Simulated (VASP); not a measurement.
**VASP 6.6.1 run: SrO**

INCAR

```
EDIFF = 1E-7
IBRION = -1
LCHARG = .FALSE.
LREAL = .FALSE.
SIGMA = 0.01
NELM = 56
ISIF = 2
LWAVE = .FALSE.
NSW = 0
ISMEAR = 0
PREC = Accurate
LASPH = .TRUE.
ENCUT = 520
ALGO = VeryFast
METAGGA = SCAN
NBANDS = 15
```

KPOINTS

```
KPOINTS created by Atomic Simulation Environment
0
Gamma
10 10 10
0 0 0
```

POSCAR

```
Sr O
 1.0000000000000000
    -0.0000000000000000    2.5798923271472485    2.5798923271472485
     2.5798923271472485    0.0000000000000000    2.5798923271472485
     2.5798923271472485    2.5798923271472485   -0.0000000000000000
 Sr  O
   1   1
Cartesian
 -0.0000000000000000 -0.0000000000000000 -0.0000000000000000
  2.5798923271472485  2.5798923271472485  2.5798923271472485
```

The recommended PBE PAW datasets give the neutral cell 16 valence electrons.

Command

```
mpirun -np 1 vasp_std
```

OSZICAR

```
N       E                     dE             d eps       ncg     rms          rms(c)
RMM:   1     0.111198374859E+03    0.11120E+03   -0.56446E+03   705   0.836E+02
RMM:   2    -0.309940462943E+01   -0.11430E+03   -0.12276E+03   705   0.199E+02
RMM:   3    -0.321624610774E+02   -0.29063E+02   -0.24987E+02   705   0.908E+01
RMM:   4    -0.403638958236E+02   -0.82014E+01   -0.51152E+01   705   0.444E+01
RMM:   5    -0.417377893555E+02   -0.13739E+01   -0.10176E+01   705   0.186E+01
RMM:   6    -0.420925607764E+02   -0.35477E+00   -0.27481E+00   705   0.967E+00
RMM:   7    -0.422328587275E+02   -0.14030E+00   -0.11375E+00   705   0.583E+00
RMM:   8    -0.423032812183E+02   -0.70422E-01   -0.56231E-01   705   0.412E+00
RMM:   9    -0.423436102149E+02   -0.40329E-01   -0.33055E-01  2557   0.283E+00
RMM:  10    -0.423619722730E+02   -0.18362E-01   -0.11953E-01  2676   0.154E+00
...
RMM:  23    -0.345228623434E+02   -0.44576E-05   -0.39569E-05  2479   0.230E-02    0.340E-03
RMM:  24    -0.345228611204E+02    0.12230E-05   -0.18965E-05  2378   0.175E-02    0.590E-03
RMM:  25    -0.345228620530E+02   -0.93262E-06   -0.90796E-06  2126   0.111E-02    0.285E-03
RMM:  26    -0.345228648403E+02   -0.27873E-05   -0.44022E-06  1901   0.833E-03    0.803E-04
RMM:  27    -0.345228651583E+02   -0.31797E-06   -0.21928E-06  1659   0.488E-03    0.615E-04
RMM:  28    -0.345228652882E+02   -0.12991E-06   -0.11114E-06  1383   0.322E-03    0.598E-04
RMM:  29    -0.345228651777E+02    0.11045E-06   -0.58083E-07  1377   0.239E-03    0.614E-04
RMM:  30    -0.345228648648E+02    0.31288E-06   -0.30770E-07  1296   0.185E-03    0.150E-04
RMM:  31    -0.345228649488E+02   -0.83972E-07   -0.16043E-07   916   0.117E-03
   1 F= -.34522865E+02 E0= -.34522865E+02  d E =-.444324-146
```

From OUTCAR

```
k-points           NKPTS =     47   k-points in BZ     NKDIM =     47   number of bands    NBANDS=     15

   NELECT =      16.0000    total number of electrons

   dimension x,y,z NGX =    28 NGY =   28 NGZ =   28
   dimension x,y,z NGXF=    56 NGYF=   56 NGZF=   56

  energy-cutoff  :      520.00
  volume of cell :       34.34
      direct lattice vectors                 reciprocal lattice vectors
     0.000000000  2.579892327  2.579892327    -0.193806538  0.193806538  0.193806538
     2.579892327  0.000000000  2.579892327     0.193806538 -0.193806538  0.193806538
     2.579892327  2.579892327  0.000000000     0.193806538  0.193806538 -0.193806538

 k-points in reciprocal lattice and weights: KPOINTS created by Atomic Simulation Env
   0.00000000  0.00000000  0.00000000       0.001
   0.10000000  0.00000000  0.00000000       0.008
   0.20000000  0.00000000  0.00000000       0.008
   0.30000000  0.00000000  0.00000000       0.008
   0.40000000  0.00000000  0.00000000       0.008
   0.50000000  0.00000000  0.00000000       0.004
   0.10000000  0.10000000  0.00000000       0.006
   0.20000000  0.10000000  0.00000000       0.024
   ...

 E-fermi :   1.4520

 k-point     1 :       0.0000    0.0000    0.0000
  band No.  band energies     occupation
      1     -32.3063      2.00000
      2     -14.8335      2.00000
      3     -13.2734      2.00000
      4     -13.2733      2.00000
      5     -13.2733      2.00000
      6       1.2714      2.00000
      7       1.2714      2.00000
      8       1.2714      2.00000
      9       5.7799      0.00000
     10       8.0224      0.00000
     11       8.0224      0.00000
     12       8.0224      0.00000
     13      10.3433      0.00000
     14      10.3433      0.00000
     15      14.4538      0.00000

 k-point     2 :       0.1000    0.0000    0.0000
  band No.  band energies     occupation
      1     -32.2939      2.00000
      2     -15.0182      2.00000
      3     -13.2807      2.00000
      4     -13.2807      2.00000
      5     -13.1197      2.00000
      6       0.9842      2.00000
      7       1.1469      2.00000
      8       1.1469      2.00000
      9       6.2324      0.00000
     10       7.9011      0.00000
     11       8.2218      0.00000
     12       8.2218      0.00000
     13      10.6074      0.00000
     14      10.6074      0.00000
     15      15.1272      0.00000

 k-point     3 :       0.2000    0.0000    0.0000
  band No.  band energies     occupation
      1     -32.2613      2.00000
      2     -15.4004      2.00000
      3     -13.2998      2.00000
      4     -13.2998      2.00000
      5     -12.8196      2.00000
      6       0.3681      2.00000
      7       0.8441      2.00000
      8       0.8441      2.00000
      9       7.3121      0.00000
     10       7.7793      0.00000
     11       8.7859      0.00000
     12       8.7859      0.00000
     13      11.3111      0.00000
     14      11.3111      0.00000
     15      17.0280      0.00000

 ...

  Total       -0.0068388     -0.0068388     -0.0068388     -0.0000000     -0.0000000      0.0000000
  in kB       -0.3190492     -0.3190492     -0.3190492     -0.0000000     -0.0000000      0.0000000
  external PRESSURE =      -0.3190492 kB  Pullay stress =       0.0000000 kB

 POSITION                                       TOTAL-FORCE (eV/Angst)
 -----------------------------------------------------------------------------------
      0.00000      0.00000      0.00000         0.000000     -0.000000     -0.000000
      2.57989      2.57989      2.57989        -0.000000      0.000000      0.000000
 -----------------------------------------------------------------------------------
    total drift:                                0.000000      0.000000      0.000000

  FREE ENERGIE OF THE ION-ELECTRON SYSTEM (eV)
  ---------------------------------------------------
  free  energy   TOTEN  =       -34.5228649488 eV

  energy  without entropy=      -34.5228649488  energy(sigma->0) =      -34.52286495
```

It converged. Results: gap between bands v and c on the k mesh 3.73 eV; least direct gap on the k mesh 3.82 eV; pressure 0.0 GPa. Band v is the last that the valence electrons fill when counted band by band, and c is the next.

For comparison, a separate r²SCAN run of the intended cell, on usual settings and not on those above, gives a gap of 3.75 eV on its mesh and a pressure of 0.5 GPa.

The run above took about 3.5 min on one core of a shared host (Intel Xeon Platinum 8488C) and held 0.18 GiB at most.
